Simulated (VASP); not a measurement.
# Ta3N (P-3m1) in VASP: settings compared

Aim: see how the results for Ta3N move with the level of theory and the settings. Levels: SCAN, TPSS. Tasks: band structure.

All numbers are computed with VASP 6.6.1; they aren't measurements. Logs are shortened: lines on timing, memory, paths and dates and some standing lists are left out, and cuts for length are marked.

### 1 The structure

The structure is trigonal, space group P-3m1 (No. 164). Conventional cell: a = 3.032 Å, b = 3.032 Å, c = 7.524 Å, α = 90.00°, β = 90.00°, γ = 120.00°. Ta (site symmetry 3m) is surrounded by 3 N at 2.19 Å. Around Ta (site symmetry -3m) lie 12 Ta at 3.01 to 3.03 Å. N (site symmetry -3m) is surrounded by 6 Ta at 2.19 Å.

The cell comes from a database or a generator and needn't be the stable form of this composition.

### 2 Band structure, SCAN

Contents of INCAR:

```
SYSTEM = Ta3N
PREC = Accurate ; ENCUT = 520
EDIFF = 1E-6 ; ISMEAR = -1
SIGMA = 0.05 ; LREAL = .False.
LASPH = .True. ; NELM = 100
ALGO = Normal ; ISIF = 2
LWAVE = .False. ; LCHARG = .False.
LMAXMIX = 4 ; METAGGA = SCAN
LMIXTAU = .True. ; NBANDS = 27
```

Contents of KPOINTS:

```
Automatic mesh
0
Gamma
  7 7 3
  0 0 0
```

Contents of POSCAR:

```
Ta3N
1.0
    3.0322239879      0.0000000000      0.0000000000
   -1.5161119940      2.6259830035      0.0000000000
    0.0000000000      0.0000000000      7.5241370000
Ta N
3 1
Direct
    0.6666666667      0.3333333333      0.8260700000
    0.3333333333      0.6666666667      0.1739300000
    0.0000000000      0.0000000000      0.5000000000
    0.0000000000      0.0000000000      0.0000000000
```

Contents of KPOINTS_OPT:

```
path GMKGALHA,LM,KH
20
line-mode
reciprocal
 0.0000000000  0.0000000000  0.0000000000  G
 0.5000000000  0.0000000000  0.0000000000  M

 0.5000000000  0.0000000000  0.0000000000  M
 0.3333333333  0.3333333333  0.0000000000  K

 0.3333333333  0.3333333333  0.0000000000  K
 0.0000000000  0.0000000000  0.0000000000  G

 0.0000000000  0.0000000000  0.0000000000  G
 0.0000000000  0.0000000000  0.5000000000  A

 0.0000000000  0.0000000000  0.5000000000  A
 0.5000000000  0.0000000000  0.5000000000  L

 0.5000000000  0.0000000000  0.5000000000  L
 0.3333333333  0.3333333333  0.5000000000  H

 0.3333333333  0.3333333333  0.5000000000  H
 0.0000000000  0.0000000000  0.5000000000  A

 0.5000000000  0.0000000000  0.5000000000  L
 0.5000000000  0.0000000000  0.0000000000  M

 0.3333333333  0.3333333333  0.0000000000  K
 0.3333333333  0.3333333333  0.5000000000  H
```

Potentials or basis: VASP PAW PBE potentials, release 64 (Ta_pv, N).

Launch:

```console
$ cat potpaw_PBE.64/Ta_pv/POTCAR potpaw_PBE.64/N/POTCAR > POTCAR
$ mpirun -np 1 vasp_std > vasp.out
```

OUTCAR:

```text
SYSTEM = Ta3N
   PREC = Accurate
   ENCUT = 520
   EDIFF = 1E-6
   ISMEAR = -1
   LREAL = .False.
   LASPH = .True.
   NELM = 100
   ISIF = 2
   METAGGA = SCAN

 ion  position               nearest neighbor table
   1  0.667  0.333  0.826-   4 2.19   4 2.19   4 2.19   3 3.01   3 3.01   3 3.01   2 3.15   2 3.15
                             2 3.15
   2  0.333  0.667  0.174-   4 2.19   4 2.19   4 2.19   3 3.01   3 3.01   3 3.01   1 3.15   1 3.15
                             1 3.15
   3  0.000  0.000  0.500-   1 3.01   2 3.01   1 3.01   2 3.01   1 3.01   2 3.01
   4  0.000  0.000  0.000-   1 2.19   2 2.19   1 2.19   2 2.19   1 2.19   2 2.19

  LATTYP: Found a hexagonal cell.
 ALAT       =     3.0322239879
 C/A-ratio  =     2.4813922158

  Lattice vectors:

 A1 = (   3.0322239879,   0.0000000000,   0.0000000000)
 A2 = (  -1.5161119940,   2.6259830035,   0.0000000000)
 A3 = (   0.0000000000,   0.0000000000,   7.5241370000)

Analysis of symmetry for initial positions (statically):
=====================================================================
 Subroutine PRICEL returns:
 Original cell was already a primitive cell.

 Routine SETGRP: Setting up the symmetry group for a
 hexagonal supercell.

 Subroutine GETGRP returns: Found 12 space group operations
 (whereof 12 operations were pure point group operations)
 out of a pool of 24 trial point group operations.

The static configuration has the point symmetry D_3d.

Analysis of symmetry for dynamics (positions and initial velocities):
=====================================================================
 Subroutine PRICEL returns:
 Original cell was already a primitive cell.

 Routine SETGRP: Setting up the symmetry group for a
 hexagonal supercell.

 Subroutine GETGRP returns: Found 12 space group operations
 (whereof 12 operations were pure point group operations)
 out of a pool of 24 trial point group operations.

The dynamic configuration has the point symmetry D_3d.

 Subroutine INISYM returns: Found 12 space group operations
 (whereof 12 operations are pure point group operations),
 and found     1 'primitive' translations

----------------------------------------------------------------------------------------

                                     Primitive cell

  volume of cell :      59.9115

  direct lattice vectors                    reciprocal lattice vectors
     3.032223988  0.000000000  0.000000000     0.329790940  0.190404888  0.000000000
    -1.516111994  2.625983004  0.000000000     0.000000000  0.380809776  0.000000000
     0.000000000  0.000000000  7.524137000     0.000000000  0.000000000  0.132905608

  length of vectors
     3.032223988  3.032223988  7.524137000     0.380809776  0.380809776  0.132905608

  position of ions in fractional coordinates (direct lattice)
     0.666666667  0.333333333  0.826070000
     0.333333333  0.666666667  0.173930000
     0.000000000  0.000000000  0.500000000
     0.000000000  0.000000000  0.000000000

  ion indices of the primitive-cell ions
   primitive index   ion index
                 1           1
                 2           2
                 3           3
                 4           4

----------------------------------------------------------------------------------------

 KPOINTS: Automatic mesh

Automatic generation of k-mesh.
 Grid dimensions read from file:
 generate k-points for:    7    7    3

 Generating k-lattice:

  Cartesian coordinates                     Fractional coordinates (reciprocal lattice)
     0.047112991  0.027200698  0.000000000     0.142857143  0.000000000  0.000000000
     0.000000000  0.054401397  0.000000000     0.000000000  0.142857143  0.000000000
     0.000000000  0.000000000  0.044301869     0.000000000  0.000000000  0.333333333

  Length of vectors
     0.054401397  0.054401397  0.044301869

  Shift w.r.t. Gamma in fractional coordinates (k-lattice)
     0.000000000  0.000000000  0.000000000

 Subroutine IBZKPT returns following result:
 ===========================================

 Found     20 irreducible k-points:

 Following reciprocal coordinates:
            Coordinates               Weight
  0.000000  0.000000  0.000000      1.000000
  0.142857 -0.000000  0.000000      6.000000
  0.285714 -0.000000  0.000000      6.000000
  0.428571 -0.000000  0.000000      6.000000
  0.142857  0.142857  0.000000      6.000000
  0.285714  0.142857  0.000000     12.000000
[... 12 lines left out ...]
  0.428571  0.142857  0.333333     12.000000
  0.285714  0.285714  0.333333     12.000000
   k-points           NKPTS =     20   k-points in BZ     NKDIM =     20   number of bands    NBANDS=     27
   number of dos      NEDOS =    301   number of ions     NIONS =      4
   total plane-waves  NPLWV =  32256
   dimension x,y,z NGX =    24 NGY =   24 NGZ =   56
   dimension x,y,z NGXF=    48 NGYF=   48 NGZF=  112
   ions per type =               3   1
   NGX,Y,Z   is equivalent  to a cutoff of  13.16, 13.16, 12.37 a.u.
   NGXF,Y,Z  is equivalent  to a cutoff of  26.32, 26.32, 24.75 a.u.
 SYSTEM =  Ta3N
   PREC   = accura    normal or accurate (medium, high low for compatibility)
   ISTART =      0    job   : 0-new  1-cont  2-samecut
   ICHARG =      2    charge: 1-file 2-atom 10-const
   ISPIN  =      1    spin polarized calculation?
   LNONCOLLINEAR =      F non collinear calculations
   LSORBIT =      F    spin-orbit coupling
   LASPH  =      T    aspherical Exc in radial PAW
   ENCUT  =  520.0 eV  38.22 Ry    6.18 a.u.   5.64  5.64 13.99*2*pi/ulx,y,z
   NELM   =    100;   NELMIN=  2; NELMDL= -5     # of ELM steps
   EDIFF  = 0.1E-05   stopping-criterion for ELM
   LREAL  =      F    real-space projection
   EDIFFG = 0.1E-04   stopping-criterion for IOM
   NSW    =      0    number of steps for IOM
   IBRION =     -1    ionic relax: 0-MD 1-quasi-New 2-CG
   NFREE  =      0    steps in history (QN), initial steepest desc. (CG)
   ISIF   =      2    stress and relaxation
   ISYM   =      2    0-nonsym 1-usesym 2-fastsym
   POTIM  = 0.5000    time-step for ionic-motion
   TEBEG  =    0.0;   TEEND  =   0.0 temperature during run
   PSTRESS=    0.0 pullay stress
   NELECT =      38.0000    total number of electrons
   NUPDOWN=      -1.0000    fix difference up-down
   EMIN   =  10.00;   EMAX   =-10.00  energy-range for DOS
   EFERMI =   0.00;   METHOD = LEGACY
   ISMEAR =    -1;   SIGMA  =   0.05  broadening in eV -4-tet -1-fermi 0-gaus
   EFERMI_NEDOS =   21; number of points for ismear=-14 and -15
   IALGO  =     38    algorithm
   IMIX   =      4    mixing-type and parameters
     AMIX     =   0.40;   BMIX     =  1.00
     AMIX_MAG =   1.60;   BMIX_MAG =  1.00
  volume/ion in A,a.u.               =      14.98       101.08
  Fermi-wavevector in a.u.,A,eV,Ry     =   1.406585  2.658061 26.918884  1.978482
  Thomas-Fermi vector in A             =   2.528931
   LORBIT       =      0    0 simple, 1 ext, 2 COOP (PROOUT), +10 PAW based schemes
   METAGGA = SCAN    functional components
   LHFCALC =     F    Hartree Fock is set to
   AEXX    =    0.0000 exact exchange contribution
   IVDW    =     0    specifies the selected vdW correction
   LEPSILON=     F    determine dielectric tensor
   LRPA    =     F    only Hartree local field effects (RPA)
 non-spin polarized calculation
  energy-cutoff  :      520.00
  volume of cell :       59.91
 maximum number of plane-waves:      1636
 NGX is ok and might be reduce to    24
   NGX = 11   NGY = 11   NGZ = 27

 number of electron      38.0000001 magnetization

 Free energy of the ion-electron system (eV)
  ---------------------------------------------------
  ext. energy  EPLUGINS =         0.00000000
  ---------------------------------------------------
  free energy    TOTEN  =      -211.03782591 eV

  energy without entropy =     -211.00926749  energy(sigma->0) =     -211.02354670

 E-fermi :   6.4472     XC(G=0): -13.8094

 val. band max:        6.4271316964   @ k =   0.4286  -0.0000   0.3333
 cond. band min:       6.4514839928   @ k =   0.2857   0.1429   0.0000
 fundamental gap:      0.0243522964
 Fermi energy:         6.4472437764

 k-point     1 :       0.0000    0.0000    0.0000
  band No.  band energies     occupation
      1     -29.2961      2.00000
      2     -28.9747      2.00000
      3     -28.6048      2.00000
      4     -28.6047      2.00000
      5     -28.5756      2.00000
      6     -28.5756      2.00000
[... 19 lines left out ...]
     26       8.8696      0.00000
     27       9.9208      0.00000

 k-point     2 :       0.1429   -0.0000    0.0000
  band No.  band energies     occupation
      1     -29.2643      2.00000
      2     -28.9628      2.00000
      3     -28.7542      2.00000
      4     -28.7167      2.00000
      5     -28.6520      2.00000
      6     -28.5995      2.00000
[... 19 lines left out ...]
     26       9.6265      0.00000
     27      10.6835      0.00000

 k-point     3 :       0.2857   -0.0000    0.0000
  band No.  band energies     occupation
      1     -29.2557      2.00000
      2     -29.1458      2.00000
      3     -28.9870      2.00000
      4     -28.8377      2.00000
      5     -28.7466      2.00000
      6     -28.6629      2.00000
[... 19 lines left out ...]
     26      10.4341      0.00000
     27      11.1607      0.00000

 k-point     4 :       0.4286   -0.0000    0.0000
  band No.  band energies     occupation
      1     -29.4407      2.00000
      2     -29.3660      2.00000
      3     -29.0304      2.00000
      4     -28.8181      2.00000
      5     -28.8065      2.00000
      6     -28.7162      2.00000
[... 19 lines left out ...]
     26      11.5668      0.00000
     27      11.7292      0.00000
[... 396 lines left out ...]
      4     -28.8664      2.00000
      5     -28.8354      2.00000
      6     -28.7632      2.00000
[... 19 lines left out ...]
     26      11.5738      0.00000
     27      11.9828      0.00000

 k-point    19 :       0.4286    0.1429    0.3333
  band No.  band energies     occupation
      1     -29.4449      2.00000
      2     -29.3268      2.00000
      3     -28.9802      2.00000
      4     -28.9389      2.00000
      5     -28.8542      2.00000
      6     -28.8054      2.00000
[... 19 lines left out ...]
     26      11.6594      0.00000
     27      12.2117      0.00000

 k-point    20 :       0.2857    0.2857    0.3333
  band No.  band energies     occupation
      1     -29.3372      2.00000
      2     -29.2341      2.00000
      3     -29.1015      2.00000
      4     -29.0237      2.00000
      5     -28.8867      2.00000
      6     -28.8329      2.00000
[... 19 lines left out ...]
     26      11.4124      0.00000
     27      11.6668      0.00000

------------------------ aborting loop because EDIFF is reached ----------------------------------------

  FORCE on cell =-STRESS in cart. coord.  units (eV):
  Direction    XX          YY          ZZ          XY          YZ          ZX
  --------------------------------------------------------------------------------------
  -------------------------------------------------------------------------------------
  Total       -3.3054172     -3.3054172     -2.3057433      0.0000000      0.0000000     -0.0000000
  in kB      -88.3948533    -88.3948533    -61.6611559      0.0000000      0.0000000     -0.0000000
  external PRESSURE =     -79.4836208 kB  Pullay stress =       0.0000000 kB

 VOLUME and BASIS-vectors are now :
 -----------------------------------------------------------------------------
  energy-cutoff  :      520.00
  volume of cell :       59.91
      direct lattice vectors                 reciprocal lattice vectors
     3.032223988  0.000000000  0.000000000     0.329790940  0.190404888  0.000000000
    -1.516111994  2.625983004  0.000000000     0.000000000  0.380809776  0.000000000
     0.000000000  0.000000000  7.524137000     0.000000000  0.000000000  0.132905608

 POSITION                                       TOTAL-FORCE (eV/Angst)
 -----------------------------------------------------------------------------------
      1.51611      0.87533      6.21546        -0.000000      0.000000      0.238025
     -0.00000      1.75066      1.30867         0.000000      0.000000     -0.238025
      0.00000      0.00000      3.76207         0.000000      0.000000      0.000000
      0.00000      0.00000      0.00000         0.000000      0.000000      0.000000
 -----------------------------------------------------------------------------------
    total drift:                                0.000000     -0.000000      0.000000

  FREE ENERGIE OF THE ION-ELECTRON SYSTEM (eV)
  ---------------------------------------------------
  free  energy   TOTEN  =      -211.0378259130 eV

  energy  without entropy=     -211.0092674907  energy(sigma->0) =     -211.02354670
```

Wall time 7.4 min (1 thread of Intel Xeon Platinum 8375C at 2.90GHz (Ice Lake), shared host); peak memory 0.2 GiB.

Results:

```yaml
Free_energy: -211.0378 eV
Pressure: -7.9 GPa
Largest_force: 0.238 eV/Å
Band_gap_along_the_path: none (metal or under the smearing width)
```

Forces in eV/Å, atoms in the order of the input:
```
Ta   0.000  0.000  0.238
Ta   0.000  0.000 -0.238
Ta   0.000  0.000  0.000
N    0.000  0.000  0.000
```

Levels at the corners of the path, in eV from the Fermi level:
```tsv
point	band 17	band 18	band 19	band 20	band 21	band 22
Γ	-0.49	-0.49	-0.38	0.26	0.26	0.96
M	-1.26	-0.56	0.17	0.71	0.83	3.59
M	-1.26	-0.56	0.17	0.71	0.83	3.59
K	-1.52	-1.52	-0.58	0.53	0.53	3.34
K	-1.52	-1.52	-0.58	0.53	0.53	3.34
Γ	-0.49	-0.49	-0.38	0.26	0.26	0.96
Γ	-0.49	-0.49	-0.38	0.26	0.26	0.96
A	-1.20	-0.26	-0.26	0.51	0.51	1.24
A	-1.20	-0.26	-0.26	0.51	0.51	1.24
L	-1.43	-1.33	0.08	0.95	1.30	2.48
L	-1.43	-1.33	0.08	0.95	1.30	2.48
H	-1.55	-1.55	-1.48	0.44	0.44	3.15
H	-1.55	-1.55	-1.48	0.44	0.44	3.15
A	-1.20	-0.26	-0.26	0.51	0.51	1.24
L	-1.43	-1.33	0.08	0.95	1.30	2.48
M	-1.26	-0.56	0.17	0.71	0.83	3.59
K	-1.52	-1.52	-0.58	0.53	0.53	3.34
H	-1.55	-1.55	-1.48	0.44	0.44	3.15
```

Caveat: the PAW data sets were made with another functional, which shifts forces and pressure a little; spin-orbit coupling is left out, which moves the levels of the heavy elements.

### 3 Band structure, TPSS

INCAR, as its differences from that of step 2:

```diff
@@ -7,3 +7,3 @@
 LWAVE = .False. ; LCHARG = .False.
-LMAXMIX = 4 ; METAGGA = SCAN
+LMAXMIX = 4 ; METAGGA = TPSS
 LMIXTAU = .True. ; NBANDS = 27
```

KPOINTS is that of step 2.

POSCAR is that of step 2.

KPOINTS_OPT is that of step 2.

Potentials or basis: VASP PAW PBE potentials, release 64 (Ta_pv, N).

Launch:

```console
$ cat potpaw_PBE.64/Ta_pv/POTCAR potpaw_PBE.64/N/POTCAR > POTCAR
$ mpirun -np 1 vasp_std > vasp.out
```

Wall time 8.4 min (1 thread of Intel Xeon Platinum 8375C at 2.90GHz (Ice Lake), shared host); peak memory 0.19 GiB.

The run converged. Its results:

| Property | Result |
| --- | --- |
| Free energy | -52.4053 eV |
| Pressure | -3.0 GPa |
| Largest force | 0.096 eV/Å |
| Band gap along the path | none (metal or under the smearing width) |

Forces on the atoms (eV/Å):
```
Ta   0.000  0.000  0.096
Ta   0.000  0.000 -0.096
Ta   0.000  0.000  0.000
N    0.000  0.000  0.000
```

Stress tensor (GPa, compression positive):
```
-3.59  0.00  0.00
 0.00 -3.59  0.00
 0.00  0.00 -1.69
```

Levels at the corners of the path, in eV from the Fermi level:
| point | band 16 | band 17 | band 18 | band 19 | band 20 | band 21 | band 22 | band 23 |
| --- | --- | --- | --- | --- | --- | --- | --- | --- |
| Γ | -1.44 | -0.50 | -0.50 | -0.33 | 0.29 | 0.29 | 0.92 | 1.83 |
| M | -3.16 | -1.24 | -0.53 | 0.14 | 0.70 | 0.84 | 3.47 | 4.01 |
| M | -3.16 | -1.24 | -0.53 | 0.14 | 0.70 | 0.84 | 3.47 | 4.01 |
| K | -2.46 | -1.43 | -1.43 | -0.56 | 0.49 | 0.49 | 3.25 | 3.25 |
| K | -2.46 | -1.43 | -1.43 | -0.56 | 0.49 | 0.49 | 3.25 | 3.25 |
| Γ | -1.44 | -0.50 | -0.50 | -0.33 | 0.29 | 0.29 | 0.92 | 1.83 |
| Γ | -1.44 | -0.50 | -0.50 | -0.33 | 0.29 | 0.29 | 0.92 | 1.83 |
| A | -1.27 | -1.17 | -0.28 | -0.28 | 0.55 | 0.55 | 1.20 | 1.26 |
| A | -1.27 | -1.17 | -0.28 | -0.28 | 0.55 | 0.55 | 1.20 | 1.26 |
| L | -2.94 | -1.40 | -1.27 | 0.13 | 0.91 | 1.25 | 2.44 | 4.38 |
| L | -2.94 | -1.40 | -1.27 | 0.13 | 0.91 | 1.25 | 2.44 | 4.38 |
| H | -2.44 | -1.47 | -1.47 | -1.46 | 0.41 | 0.41 | 3.03 | 3.03 |
| H | -2.44 | -1.47 | -1.47 | -1.46 | 0.41 | 0.41 | 3.03 | 3.03 |
| A | -1.27 | -1.17 | -0.28 | -0.28 | 0.55 | 0.55 | 1.20 | 1.26 |
| L | -2.94 | -1.40 | -1.27 | 0.13 | 0.91 | 1.25 | 2.44 | 4.38 |
| M | -3.16 | -1.24 | -0.53 | 0.14 | 0.70 | 0.84 | 3.47 | 4.01 |
| K | -2.46 | -1.43 | -1.43 | -0.56 | 0.49 | 0.49 | 3.25 | 3.25 |
| H | -2.44 | -1.47 | -1.47 | -1.46 | 0.41 | 0.41 | 3.03 | 3.03 |

Caveat: the PAW data sets were made with another functional, which shifts forces and pressure a little; spin-orbit coupling is left out, which moves the levels of the heavy elements.
